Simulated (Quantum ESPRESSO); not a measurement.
# MnS (Fm-3m) in Quantum ESPRESSO: further runs, part 2 of 2

Quantum ESPRESSO 7.5.

## (3) Phonons, LDA, collinear spin, ferromagnetic start

pw.in

```
&CONTROL
  calculation = 'scf'
  prefix = 'pwscf'
  outdir = './tmp'
  pseudo_dir = './pseudo'
  tprnfor = .true.
  tstress = .true.
  disk_io = 'low'
/
&SYSTEM
  ibrav = 0
  nat = 2
  ntyp = 2
  ecutwfc = 45
  ecutrho = 360
  nbnd = 20
  occupations = 'smearing'
  smearing = 'gaussian'
  degauss = 0.00999582
  nspin = 2
  starting_magnetization(1) = 0.2667
  starting_magnetization(2) = 0
/
&ELECTRONS
  conv_thr = 4d-10
  electron_maxstep = 120
  mixing_beta = 0.3
/
ATOMIC_SPECIES
Mn    54.9380 mn_lda_v1.5.uspp.F.UPF
S     32.0600 s_lda_v1.4.uspp.F.UPF
CELL_PARAMETERS angstrom
   0.0000000000    2.6045000000    2.6045000000
   2.6045000000    0.0000000000    2.6045000000
   2.6045000000    2.6045000000    0.0000000000
ATOMIC_POSITIONS crystal
Mn     0.0000000000    0.0000000000    0.0000000000
S      0.5000000000    0.5000000000    0.5000000000
K_POINTS automatic
9 9 9 0 0 0
```

relax.in

```
&CONTROL
  calculation = 'vc-relax'
  prefix = 'pwscf'
  outdir = './tmp'
  pseudo_dir = './pseudo'
  tprnfor = .true.
  tstress = .true.
  disk_io = 'low'
  nstep = 40
  forc_conv_thr = 0.0001
  etot_conv_thr = 1d-06
/
&SYSTEM
  ibrav = 0
  nat = 2
  ntyp = 2
  ecutwfc = 45
  ecutrho = 360
  nbnd = 20
  occupations = 'smearing'
  smearing = 'gaussian'
  degauss = 0.00999582
  nspin = 2
  starting_magnetization(1) = 0.2667
  starting_magnetization(2) = 0
/
&ELECTRONS
  conv_thr = 4d-10
  electron_maxstep = 120
  mixing_beta = 0.3
/
&IONS
  ion_dynamics = 'bfgs'
/
&CELL
  cell_dynamics = 'bfgs'
  press = 0
  press_conv_thr = 0.2
/
ATOMIC_SPECIES
Mn    54.9380 mn_lda_v1.5.uspp.F.UPF
S     32.0600 s_lda_v1.4.uspp.F.UPF
CELL_PARAMETERS angstrom
   0.0000000000    2.6045000000    2.6045000000
   2.6045000000    0.0000000000    2.6045000000
   2.6045000000    2.6045000000    0.0000000000
ATOMIC_POSITIONS crystal
Mn     0.0000000000    0.0000000000    0.0000000000
S      0.5000000000    0.5000000000    0.5000000000
K_POINTS automatic
9 9 9 0 0 0
```

scf2.in

```
&CONTROL
  calculation = 'scf'
  prefix = 'pwscf'
  outdir = './tmp'
  pseudo_dir = './pseudo'
  tprnfor = .true.
  tstress = .true.
  disk_io = 'low'
/
&SYSTEM
  ibrav = 0
  nat = 2
  ntyp = 2
  ecutwfc = 45
  ecutrho = 360
  nbnd = 20
  occupations = 'smearing'
  smearing = 'gaussian'
  degauss = 0.00999582
  nspin = 2
  starting_magnetization(1) = 0.2667
  starting_magnetization(2) = 0
/
&ELECTRONS
  conv_thr = 1d-13
  electron_maxstep = 120
  mixing_beta = 0.3
  startingpot = 'file'
  startingwfc = 'file'
/
ATOMIC_SPECIES
Mn    54.9380 mn_lda_v1.5.uspp.F.UPF
S     32.0600 s_lda_v1.4.uspp.F.UPF
CELL_PARAMETERS angstrom
   0.0000000000    2.4041416535    2.4041416535
   2.4041416535    0.0000000000    2.4041416535
   2.4041416535    2.4041416535    0.0000000000
ATOMIC_POSITIONS crystal
Mn     0.0000000000    0.0000000000    0.0000000000
S      0.5000000000    0.5000000000    0.5000000000
K_POINTS automatic
9 9 9 0 0 0
```

ph.in

```
phonons of MnS
&INPUTPH
  prefix = 'pwscf'
  outdir = './tmp'
  tr2_ph = 1d-18
  fildyn = 'dyn'
  niter_ph = 90
  alpha_mix(1) = 0.4
/
0.0000000000 0.0000000000 0.0000000000
```

dynmat.in

```
&INPUT
  fildyn = 'dyn'
  asr = 'crystal'
  filout = 'dynmat.disp'
  fileig = 'dynmat.eig'
/
```

Potentials or basis: GBRV 1.5 LDA.

Launch:

```bash
$ OMP_NUM_THREADS=1 pw.x -in pw.in > pw.out
$ OMP_NUM_THREADS=1 pw.x -in relax.in > relax.out
$ OMP_NUM_THREADS=1 pw.x -in scf2.in > scf2.out
$ OMP_NUM_THREADS=1 ph.x -in ph.in > ph.out
$ OMP_NUM_THREADS=1 dynmat.x -in dynmat.in > dynmat.out
```

pw.out:

```text
This program is part of the open-source Quantum ESPRESSO suite
     for quantum simulation of materials; please cite
         "P. Giannozzi et al., J. Phys.:Condens. Matter 21 395502 (2009);
         "P. Giannozzi et al., J. Phys.:Condens. Matter 29 465901 (2017);
         "P. Giannozzi et al., J. Chem. Phys. 152 154105 (2020);
     in publications or presentations arising from this work. More details at

     Message from routine setup:
     using ibrav=0 with symmetry is DISCOURAGED, use correct ibrav instead

     G-vector sticks info
     --------------------
     sticks:   dense  smooth     PW     G-vecs:    dense   smooth      PW
     Sum        1201     595    187                27389     9721    1687

     Using Slab Decomposition

     bravais-lattice index     =            0
     lattice parameter (alat)  =       6.9605  a.u.
     unit-cell volume          =     238.4513 (a.u.)^3
     number of atoms/cell      =            2
     number of atomic types    =            2
[... 693 lines left out ...]
    10.5772  10.8444  11.0547  11.2581  11.4328  15.2101  17.0533  17.5025
    18.6034  22.8044  23.8616  25.0818

     the Fermi energy is     9.9259 ev

!    total energy              =    -235.30921690 Ry
     estimated scf accuracy    <          1.2E-11 Ry
     smearing contrib. (-TS)   =      -0.00077329 Ry
     internal energy E=F+TS    =    -235.30844360 Ry

     The total energy is F=E-TS. E is the sum of the following terms:
     one-electron contribution =    -133.10197598 Ry
     hartree contribution      =      74.02491802 Ry
     xc contribution           =     -34.73810353 Ry
     ewald contribution        =    -141.49328211 Ry

     total magnetization       =     4.57 Bohr mag/cell
     absolute magnetization    =     4.57 Bohr mag/cell

     convergence has been achieved in  13 iterations

     negative rho (up, down):  0.000E+00 1.333E-04

     Forces acting on atoms (cartesian axes, Ry/au):

     atom    1 type  1   force =     0.00000000   -0.00000000   -0.00000000
     atom    2 type  2   force =     0.00000000    0.00000000   -0.00000000

     Total force =     0.000000     Total SCF correction =     0.000000

     Computing stress (Cartesian axis) and pressure

     negative rho (up, down):  0.000E+00 1.333E-04
          total   stress  (Ry/bohr**3)                   (kbar)     P=     -117.60
  -0.00079945   0.00000000  -0.00000000         -117.60        0.00       -0.00
  -0.00000000  -0.00079945  -0.00000000           -0.00     -117.60       -0.00
  -0.00000000  -0.00000000  -0.00079945           -0.00       -0.00     -117.60

=------------------------------------------------------------------------------=
   JOB DONE.
=------------------------------------------------------------------------------=
```

Wall time 12 min (1 thread of Arm Neoverse V2, shared host); peak memory 0.16 GiB.

Results:

```yaml
Free_energy: -3201.8970 eV
Relaxed_volume: 13.90 Å³/atom
Relaxed_cell: a = 3.400 Å, b = 3.400 Å, c = 3.400 Å, α = 60.00°, β = 60.00°, γ = 60.00°
Space_group_after_relaxing_to_0.05_Å: Fm-3m (No. 225)
Pressure_after_relaxing: -0.1 GPa
Band_gap_on_the_k_mesh: none (metal or under the smearing width)
Net_moment: 3.65 μB per cell
Absolute_moment: 3.66 μB per cell
Site_moments: Mn +3.22; S +0.09 μB
Valence_electrons_inside_the_program's_atomic_spheres: Mn 13.22; S 4.61
Highest_phonon_frequency_at_Γ: 276 cm⁻¹
```

Step by step:
```
step  energy change (eV)  largest force (eV/Å)  pressure (GPa)  volume (Å³)
   1              0.0000                0.0000          -11.76        35.33
   2             -0.1428                0.0000          -10.29        33.26
   3             -0.3090                0.0000           -6.68        30.30
   4             -0.3304                0.0000            5.68        26.20
   5             -0.3575                0.0000           -0.35        27.93
   6             -0.3576                0.0000           -0.09        27.83
   7             -0.3576                0.0000            0.00        27.79
```

Final structure:
```cif
data_structure
_symmetry_space_group_name_H-M 'P 1'
_symmetry_Int_Tables_number 1
_cell_length_a 3.4000
_cell_length_b 3.4000
_cell_length_c 3.4000
_cell_angle_alpha 60.000
_cell_angle_beta 60.000
_cell_angle_gamma 60.000
_cell_volume 27.79
loop_
_atom_site_label
_atom_site_type_symbol
_atom_site_fract_x
_atom_site_fract_y
_atom_site_fract_z
_atom_site_occupancy
Mn1 Mn 0.00000 0.00000 0.00000 1
S1 S 0.50000 0.50000 0.50000 1
```

Phonon frequencies in cm⁻¹ (negative: imaginary):
| q point | frequencies |
| --- | --- |
| (0.000, 0.000, 0.000) | -8 -8 -8 276 276 276 |

Optical modes at Γ, degenerate ones joined:
```tsv
cm⁻¹	components	symmetry	active in
276	3	T1u	IR
```

Caveat: the volume moved by over 15 % at a fixed basis, so the end points are rough; a cell with one magnetic atom can't hold antiferromagnetic order, which such compounds often take; semilocal functionals often make such compounds metallic where correlation or magnetic order opens a gap, which also shifts bond lengths. With open d or f shells a metallic result of LDA can be an artefact of self-interaction; +U or a hybrid may open a gap.
